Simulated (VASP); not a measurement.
Wanted: the native input for a VASP 6.6.1 run.

```
Task                   : single point
Functional             : PBEsol
Potentials or basis    : VASP PAW PBE potentials, release 64 (Ti_sv, Si)
Cutoff                 : 520 eV
k mesh                 : 10 × 10 × 7
Occupations            : fermi-dirac, width 0.05 eV
Spin                   : no spin polarisation
Ladder                 : free
Further INCAR settings : ALGO = Normal; EDIFF = 1e-07; NBANDS = 15
```

The structure of TiSi lies in POSCAR:

```
TiSi
1.0
    1.8161780000     -2.1176240000      0.0000000000
    1.8161780000      2.1176240000      0.0000000000
    0.0000000000      0.0000000000      3.8039340000
Ti Si
1 1
Direct
    0.5000000000      0.5000000000      0.0000000000
    0.0000000000      0.0000000000      0.5000000000
```

The cell comes from a database or a generator and needn't be the stable form of this composition.

These files were run (other wordings do the same):

INCAR

```
SYSTEM = TiSi
  ALGO = Normal
  EDIFF = 1E-7
  ENCUT = 520
  GGA = PS
  ISIF = 2
  ISMEAR = -1
  LASPH = .True.
  LCHARG = .False.
  LREAL = .False.
  LWAVE = .False.
  NBANDS = 15
  NELM = 60
  PREC = Accurate
  SIGMA = 0.05
```

KPOINTS

```
k-points
0
Gamma
  10 10 7
  0 0 0
```

Potentials or basis: VASP PAW PBE potentials, release 64 (Ti_sv, Si).

Launch:

```console
$ cat potpaw_PBE.64/Ti_sv/POTCAR potpaw_PBE.64/Si/POTCAR > POTCAR
$ mpirun -np 1 vasp_std > vasp.out
```

It gave:

```yaml
Pressure: -4.3 GPa
Band_gap_on_the_k_mesh: none (metal or under the smearing width)
```

Caveat: the PAW data sets were made with another functional, which shifts forces and pressure a little.

Wall time 54 s on 1 thread of Intel(R) Xeon(R) Platinum 8175M CPU @ 2.50GHz (Skylake/Cascade Lake) (shared host), peak memory 0.18 GiB.
